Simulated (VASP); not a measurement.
**CdTe: single point with PBE**

**What was measured.**

From a printed reference work, data compilation, for a bulk crystal of CdTe at 0 K: band gap 1.607 eV.

Crystal: CdTe.

```
CELL_PARAMETERS angstrom
0.00000 3.30869 3.30869
3.30869 0.00000 3.30869
3.30869 3.30869 0.00000
ATOMIC_POSITIONS crystal
Cd 0.00000 0.00000 0.00000
Te 0.75000 0.75000 0.75000
```

```json
{
  "Program": "VASP 6.6.1",
  "Task": "single point",
  "Functional": "PBE",
  "Potentials or basis": "VASP PAW PBE potentials, release 64 (Cd, Te)",
  "Cutoff": "520 eV",
  "k mesh": "8 × 8 × 8",
  "Occupations": "gaussian, width 0.02 eV",
  "Spin": "no spin polarisation"
}
```

| Quantity | Value |
| --- | --- |
| Pressure | 0.1 GPa |
| Band gap on the k mesh | 0.58 eV, direct |

Levels at points of the mesh, in eV from the valence-band top:
```
           k point  band 7  band 8  band 9  band 10  band 11  band 12
(0.00, 0.00, 0.00)    0.00    0.00    0.00     0.58     4.64     4.64
(0.50, 0.00, 0.00)   -4.08   -0.69   -0.69     1.75     5.21     5.21
(0.50, 0.50, 0.00)   -4.01   -1.66   -1.66     2.67     2.74     8.51
```

Run time: 32 s on 1 thread of Intel Xeon 6975P-C, on a shared host, peak memory 0.22 GiB.

A measured gap of CdTe is 1.607 eV (0 K; a printed reference work, data compilation); the calculated 0.58 eV misses it by -1.02 eV. So large a miss can be the level of theory's own, or it may mean another phase, state or a wrong row. Spin-orbit coupling on Cd, Te is left out. The value is that of PBE, without temperature or zero-point motion. Semilocal functionals fall short of measured gaps as a rule.

Caveat: spin-orbit coupling is left out, which moves the levels of the heavy elements.
